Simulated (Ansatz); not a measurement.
Geometry optimisation in Ansatz: input, command and trajectory.

```yaml
crystal:
  lattice:
    - [4.775524672, -1.9837430912, 0.0032144154]
    - [4.775524672, 1.9837430912, 0.0032144154]
    - [-1.8416074991, 0.0, 5.4137397321]
  atoms:
    - { symbol: Li, position: [0.7111738971, 0.7111738971, 0.3432548304] }
    - { symbol: Li, position: [0.6905813634, 0.6905813634, 0.8621088029] }
    - { symbol: Li, position: [0.0, 0.0, 0.5] }
    - { symbol: Li, position: [0.3094186366, 0.3094186366, 0.1378911971] }
    - { symbol: Li, position: [0.2888261029, 0.2888261029, 0.6567451696] }
    - { symbol: Nb, position: [0.0, 0.0, 0.0] }
    - { symbol: O, position: [0.8536121899, 0.8536121899, 0.1738324255] }
    - { symbol: O, position: [0.8423433873, 0.8423433873, 0.6817848346] }
    - { symbol: O, position: [0.5, 0.5, 0.0] }
    - { symbol: O, position: [0.1576566127, 0.1576566127, 0.3182151654] }
    - { symbol: O, position: [0.1463878101, 0.1463878101, 0.8261675745] }
basis:
  ecutwfc: 420
kpoints:
  mp_grid: { grid: [6, 6, 4] }
hamiltonian:
  xc: pbesol
scf:
  occupations: { method: gaussian, width: 0.02 }
output:
  forces: true
  stress: true
  eigenvalues: true
relax:
  adjacent_minimum: "off"
  f_tol: 0.01
  max_steps: 30
  cell: { stress_tol: 0.1, fix: [volume] }
```

```bash
ansatz run input.yaml --threads 2 --pin off --max-ram 5120MiB --backend cpu --events-out ev --progress --plain --runs-dir out
```

These are results of Ansatz 0.2.0, DFT PBEsol, scalar-relativistic, plane waves, PAW, not measurements.

The volume is held at 0.97 times that of the relaxed cell.

Of 5 frames 4 are shown, positions in Å and forces in eV/Å; the SCF threshold varies from step to step. Steps run on the plane waves of an earlier cell, with a Pulay correction in the pressure. The basis is chosen afresh for the last frame, the zero of the energies, and at times for earlier ones too; energy and pressure can step there, also at an unchanged geometry. Where two frames share a geometry here, they differ by under 2 meV/atom and 0.3 GPa.

```xyz
11
Lattice="4.7755 -1.9837 0.0032 4.7755 1.9837 0.0032 -1.8416 0.0000 5.4137" Properties=species:S:1:pos:R:3:forces:R:3 pbc="T T T" step=1 free_energy_over_end_meV_per_atom=1.30 pressure_GPa=4.73
Li    6.1603    0.0000    1.8629   -0.0462    0.0000    0.0060
Li    5.0081    0.0000    4.6717   -0.0306    0.0000   -0.0418
Li   -0.9208    0.0000    2.7069    0.0000    0.0000    0.0000
Li    2.7013    0.0000    0.7485    0.0306    0.0000    0.0418
Li    1.5491    0.0000    3.5573    0.0462    0.0000   -0.0060
Nb    0.0000    0.0000    0.0000    0.0000    0.0000    0.0000
O     7.8328    0.0000    0.9466   -0.3521    0.0000    0.1941
O     6.7897    0.0000    3.6964   -0.1878    0.0000   -0.3748
O     4.7755    0.0000    0.0032    0.0000    0.0000    0.0000
O     0.9198    0.0000    1.7237    0.1878    0.0000    0.3748
O    -0.1233    0.0000    4.4736    0.3521    0.0000   -0.1941
11
Lattice="4.7655 -1.9886 0.0028 4.7655 1.9886 0.0028 -1.8382 0.0000 5.4122" Properties=species:S:1:pos:R:3:forces:R:3 pbc="T T T" step=2 free_energy_over_end_meV_per_atom=0.07 pressure_GPa=3.42
Li    6.1290    0.0000    1.8605   -0.0039    0.0000    0.0052
Li    4.9938    0.0000    4.6631   -0.0061    0.0000   -0.0255
Li   -0.9191    0.0000    2.7061    0.0000    0.0000    0.0000
Li    2.6989    0.0000    0.7546    0.0061    0.0000    0.0255
Li    1.5637    0.0000    3.5572    0.0039    0.0000   -0.0052
Nb    0.0000    0.0000    0.0000    0.0000    0.0000    0.0000
O     7.8012    0.0000    0.9501    0.0052    0.0000    0.0080
O     6.7695    0.0000    3.6827    0.0062    0.0000   -0.0292
O     4.7655    0.0000    0.0028    0.0000    0.0000    0.0000
O     0.9232    0.0000    1.7350   -0.0062    0.0000    0.0292
O    -0.1085    0.0000    4.4676   -0.0052    0.0000   -0.0080
11
Lattice="4.7602 -1.9906 0.0006 4.7602 1.9906 0.0006 -1.8386 0.0000 5.4134" Properties=species:S:1:pos:R:3:forces:R:3 pbc="T T T" step=3 free_energy_over_end_meV_per_atom=0.02 pressure_GPa=3.28
Li    6.1189    0.0000    1.8575   -0.0008    0.0000   -0.0020
Li    4.9854    0.0000    4.6571   -0.0063    0.0000   -0.0094
Li   -0.9193    0.0000    2.7067    0.0000    0.0000    0.0000
Li    2.6964    0.0000    0.7576    0.0063    0.0000    0.0094
Li    1.5628    0.0000    3.5571    0.0008    0.0000    0.0020
Nb    0.0000    0.0000    0.0000    0.0000    0.0000    0.0000
O     7.7908    0.0000    0.9463    0.0184    0.0000   -0.0072
O     6.7610    0.0000    3.6776    0.0046    0.0000   -0.0013
O     4.7602    0.0000    0.0006    0.0000    0.0000    0.0000
O     0.9208    0.0000    1.7370   -0.0046    0.0000    0.0013
O    -0.1090    0.0000    4.4683   -0.0184    0.0000    0.0072
11
Lattice="4.7589 -1.9922 0.0026 4.7589 1.9922 0.0026 -1.8359 0.0000 5.4098" Properties=species:S:1:pos:R:3:forces:R:3 pbc="T T T" step=5 free_energy_over_end_meV_per_atom=0.00 pressure_GPa=3.25
Li    6.1166    0.0000    1.8586    0.0004    0.0000   -0.0027
Li    4.9848    0.0000    4.6544   -0.0007    0.0000    0.0014
Li   -0.9179    0.0000    2.7049    0.0000    0.0000    0.0000
Li    2.6972    0.0000    0.7606    0.0007    0.0000   -0.0014
Li    1.5653    0.0000    3.5564   -0.0004    0.0000    0.0027
Nb    0.0000    0.0000    0.0000    0.0000    0.0000    0.0000
O     7.7887    0.0000    0.9489    0.0069    0.0000   -0.0051
O     6.7620    0.0000    3.6777   -0.0012    0.0000   -0.0022
O     4.7589    0.0000    0.0026    0.0000    0.0000    0.0000
O     0.9199    0.0000    1.7373    0.0012    0.0000    0.0022
O    -0.1067    0.0000    4.4661   -0.0069    0.0000    0.0051
```

It took 23 s on 2 threads of Arm Neoverse V2, with other jobs on the host, peak memory 0.49 GiB.